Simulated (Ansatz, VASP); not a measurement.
**SnO in VASP and in Ansatz**

INCAR

```
PREC = Accurate
ENCUT = 600
EDIFF = 1E-6
ISMEAR = 0
SIGMA = 0.1
LREAL = F
LASPH = T
NELM = 100
ALGO = Normal
ISIF = 3
LWAVE = F
LCHARG = F
GGA = PE
IBRION = 2
NSW = 100
EDIFFG = -0.01
```

The input KPOINTS:

```
regular mesh
0
Gamma
  18 18 18
```

File POSCAR:

```
SnO
1.0
    3.1314419861      0.0000000000      0.0000000000
    0.0000000000      3.1314419861      0.0000000000
    0.0000000000      0.0000000000      3.1314419861
Sn O
1 1
Direct
    0.5000000000      0.5000000000      0.5000000000
    0.0000000000      0.0000000000      0.0000000000
```

Input for Ansatz:

```yaml
crystal:
  lattice:
    - [3.1314419861, 0.0, 0.0]
    - [0.0, 3.1314419861, 0.0]
    - [0.0, 0.0, 3.1314419861]
  atoms:
    - { symbol: Sn, position: [0.5, 0.5, 0.5] }
    - { symbol: O, position: [0.0, 0.0, 0.0] }
basis:
  ecutwfc: 420
kpoints:
  mp_grid: { grid: [18, 18, 18] }
hamiltonian:
  xc: pbe
scf:
  occupations: { method: gaussian, width: 0.1 }
output:
  forces: true
  stress: true
  eigenvalues: true
relax:
  adjacent_minimum: "off"
  f_tol: 0.01
  max_steps: 80
  cell: { stress_tol: 0.05 }
```

Change from the starting cell: species swapped into the TmAu type (Pm-3m, No. 221).

Alike in both runs: task relaxation of cell and atoms; functional PBE; k mesh 18 × 18 × 18; occupations gaussian, width 0.1 eV; no spin polarisation.

```csv
,VASP,Ansatz
version,VASP 6.6.1,Ansatz 0.2.0
potentials or method,"VASP PAW PBE potentials, release 64 (Sn_d, O)","scalar-relativistic, plane waves, PAW"
plane-wave cutoff (eV),600,420
valence electrons in the cell,20,20
```

```tsv
	VASP	Ansatz	Ansatz less VASP
gap on the k mesh at the Fermi level, each at its own relaxed structure (eV)	none	none	-
relaxed volume (Å³/atom)	15.35	15.35	0.000
relaxed cell length with the largest relative difference (Å)	3.131	3.131	0.0000
```

A gap of «none» marks a metal or a gap that the smearing closes.

Caveats: the relaxation stopped at its first step, so nothing moved.
